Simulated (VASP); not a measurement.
Here is a VASP 6.6.1 calculation.

INCAR

```
PREC = Accurate
ENCUT = 520
EDIFF = 1E-6
ISMEAR = -1
SIGMA = 0.05
LREAL = False
LASPH = True
NELM = 80
ALGO = Normal
ISIF = 2
LWAVE = False
LCHARG = False
METAGGA = R2SCAN
LMIXTAU = True
NBANDS = 15
KPAR = 4
```

KPOINTS

```
regular mesh
0
Gamma
  12 12 12
```

The input POSCAR:

```
TiC
1.0
    0.0000000000      2.1593000000      2.1593000000
    2.1593000000      0.0000000000      2.1593000000
    2.1593000000      2.1593000000      0.0000000000
Ti C
1 1
Direct
    0.0000000000      0.0000000000      0.0000000000
    0.5000000000      0.5000000000      0.5000000000
```

Potentials or basis: VASP PAW PBE potentials, release 64 (Ti_sv, C).

Command:

```bash
$ cat potpaw_PBE.64/Ti_sv/POTCAR potpaw_PBE.64/C/POTCAR > POTCAR
$ mpirun -np 4 vasp_std > vasp.out
```

(1) Predict the pressure.

(2) What does it give for the band gap on the k mesh?

Answers

(1) 2.7 GPa.

(2) none (metal or under the smearing width).

Caveat: the PAW data sets were made with another functional, which shifts forces and pressure a little.
